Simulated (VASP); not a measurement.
The system is PbSe (Clausthalite).

```xyz
2
Lattice="0.0000 3.0606 3.0606 3.0606 0.0000 3.0606 3.0606 3.0606 0.0000" Properties=species:S:1:pos:R:3 pbc="T T T"
Pb    0.0000    0.0000    0.0000
Se    3.0606    3.0606    3.0606
```

Base run:

| Quantity | Value |
| --- | --- |
| Program | VASP 6.6.1 |
| Functional | PBE |
| Potentials or basis | VASP PAW PBE potentials, release 64 (Pb_d, Se) |
| Cutoff | 520 eV |
| k mesh | 8 × 8 × 8 |
| Occupations | gaussian, width 0.03 eV |
| Spin | no spin polarisation |

Its results: band gap on the k mesh 0.29 eV, direct.

Question: The run is repeated on the same cell with these changes: functional from PBE to TB-mBJ. What comes out?

Answer: Band gap on the k mesh 0.86 eV, direct.

Caveats: spin-orbit coupling is left out, which as a rule narrows the gap of such compounds by several tenths of an eV.

Not every run made on this cell is shown here.
